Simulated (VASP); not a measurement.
# BAs (base) (F-43m) in VASP: further runs, part 2 of 2

VASP 6.6.1.

**4. Single point, PBE**

The input, INCAR:

```
  PREC = Accurate
  ENCUT = 520
  EDIFF = 1E-6
  ISMEAR = 0
  SIGMA = 0.02
  LREAL = F
  LASPH = T
  NELM = 100
  ALGO = Fast
  ISIF = 2
  LWAVE = F
  LCHARG = F
  GGA = PE
  NBANDS = 11
```

The input, KPOINTS:

```
Automatic mesh
0
Gamma
  10 10 10
```

The input, POSCAR:

```
BAs
1.0
    0.0000000000      2.4045499386      2.4045499386
    2.4045499386      0.0000000000      2.4045499386
    2.4045499386      2.4045499386      0.0000000000
B As
1 1
Direct
    0.0000000000      0.0000000000      0.0000000000
    0.2500000000      0.2500000000      0.2500000000
```

Potentials or basis: VASP PAW PBE potentials, release 64 (B, As).

Launch:

```sh
$ cat potpaw_PBE.64/B/POTCAR potpaw_PBE.64/As/POTCAR > POTCAR
$ mpirun -np 1 vasp_std > vasp.out
```

OUTCAR:

```text
PREC = Accurate
   ENCUT = 520
   EDIFF = 1E-6
   ISMEAR = 0
   LREAL = F
   LASPH = T
   NELM = 100
   ISIF = 2
   GGA = PE

 ion  position               nearest neighbor table
   1  0.000  0.000  0.000-   2 2.08   2 2.08   2 2.08   2 2.08
   2  0.250  0.250  0.250-   1 2.08   1 2.08   1 2.08   1 2.08

  LATTYP: Found a face centered cubic cell.
 ALAT       =     4.8090998772

  Lattice vectors:

 A1 = (   0.0000000000,   2.4045499386,   2.4045499386)
 A2 = (   2.4045499386,   0.0000000000,   2.4045499386)
 A3 = (   2.4045499386,   2.4045499386,   0.0000000000)

Analysis of symmetry for initial positions (statically):
=====================================================================
 Subroutine PRICEL returns:
 Original cell was already a primitive cell.

 Routine SETGRP: Setting up the symmetry group for a
 face centered cubic supercell.

 Subroutine GETGRP returns: Found 24 space group operations
 (whereof 24 operations were pure point group operations)
 out of a pool of 48 trial point group operations.

The static configuration has the point symmetry T_d .

Analysis of symmetry for dynamics (positions and initial velocities):
=====================================================================
 Subroutine PRICEL returns:
 Original cell was already a primitive cell.

 Routine SETGRP: Setting up the symmetry group for a
 face centered cubic supercell.

 Subroutine GETGRP returns: Found 24 space group operations
 (whereof 24 operations were pure point group operations)
 out of a pool of 48 trial point group operations.

The dynamic configuration has the point symmetry T_d .

 Subroutine INISYM returns: Found 24 space group operations
 (whereof 24 operations are pure point group operations),
 and found     1 'primitive' translations

----------------------------------------------------------------------------------------

                                     Primitive cell

  volume of cell :      27.8055

  direct lattice vectors                    reciprocal lattice vectors
     0.000000000  2.404549939  2.404549939    -0.207939121  0.207939121  0.207939121
[... 119 lines left out ...]
 Gauss-broadening in eV      SIGMA  =   0.02
  energy-cutoff  :      520.00
  volume of cell :       27.81
 maximum number of plane-waves:       763
 NGX is ok and might be reduce to    28
   NGX = 13   NGY = 13   NGZ = 13

 number of electron       8.0000000 magnetization

 Free energy of the ion-electron system (eV)
  ---------------------------------------------------
  ext. energy  EPLUGINS =         0.00000000
  ---------------------------------------------------
  free energy    TOTEN  =       -11.41341724 eV

  energy without entropy =      -11.41341724  energy(sigma->0) =      -11.41341724

 E-fermi :   6.0349     XC(G=0): -10.4974

 val. band max:        5.9062792124   @ k =   0.0000   0.0000   0.0000
 cond. band min:       7.1023943533   @ k =   0.4000   0.4000   0.0000
 fundamental gap:      1.1961151409
 Fermi energy:         6.0349076881

 k-point     1 :       0.0000    0.0000    0.0000
  band No.  band energies     occupation
      1      -9.3131      2.00000
      2       5.9063      2.00000
      3       5.9063      2.00000
      4       5.9063      2.00000
      5       9.1578      0.00000
      6       9.1578      0.00000
      7       9.1578      0.00000
      8      10.3389      0.00000
      9      15.3929      0.00000
     10      18.7761      0.00000
     11      18.7761      0.00000
[... 309 lines left out ...]
 k-point    24 :       0.4000    0.3000    0.0000
  band No.  band energies     occupation
      1      -6.7238      2.00000
      2      -0.4979      2.00000
      3       2.0129      2.00000
      4       2.4925      2.00000
      5       7.6129      0.00000
      6       9.2945      0.00000
      7      14.5998      0.00000
      8      14.8433      0.00000
      9      17.7852      0.00000
     10      21.4684      0.00000
     11      21.6476      0.00000

 [... further k-points ...]

------------------------ aborting loop because EDIFF is reached ----------------------------------------

  FORCE on cell =-STRESS in cart. coord.  units (eV):
  Direction    XX          YY          ZZ          XY          YZ          ZX
  --------------------------------------------------------------------------------------
  -------------------------------------------------------------------------------------
  Total        0.1065830      0.1065830      0.1065830     -0.0000000      0.0000000      0.0000000
  in kB        6.1413952      6.1413952      6.1413952     -0.0000000      0.0000000      0.0000000
  external PRESSURE =       6.1413952 kB  Pullay stress =       0.0000000 kB

 VOLUME and BASIS-vectors are now :
 -----------------------------------------------------------------------------
  energy-cutoff  :      520.00
  volume of cell :       27.81
      direct lattice vectors                 reciprocal lattice vectors
     0.000000000  2.404549939  2.404549939    -0.207939121  0.207939121  0.207939121
     2.404549939  0.000000000  2.404549939     0.207939121 -0.207939121  0.207939121
     2.404549939  2.404549939  0.000000000     0.207939121  0.207939121 -0.207939121

 POSITION                                       TOTAL-FORCE (eV/Angst)
 -----------------------------------------------------------------------------------
      0.00000      0.00000      0.00000         0.000000      0.000000      0.000000
      1.20227      1.20227      1.20227        -0.000000     -0.000000     -0.000000
 -----------------------------------------------------------------------------------
    total drift:                               -0.000000     -0.000000     -0.000000

  FREE ENERGIE OF THE ION-ELECTRON SYSTEM (eV)
  ---------------------------------------------------
  free  energy   TOTEN  =       -11.4134172356 eV

  energy  without entropy=      -11.4134172356  energy(sigma->0) =      -11.41341724
```

Run time: 12 s. Hardware: 1 thread of AMD EPYC 9R45 (Zen 5), shared host; peak memory 0.12 GiB.

What came out:

| Item | Value |
| --- | --- |
| Free energy | -11.4134 eV |
| Pressure | 0.6 GPa |
| Band gap on the k mesh | 1.20 eV, indirect (least direct gap 3.25 eV) |

A k mesh can miss the band edges. As with any semilocal functional, this PBE gap is likely too small.
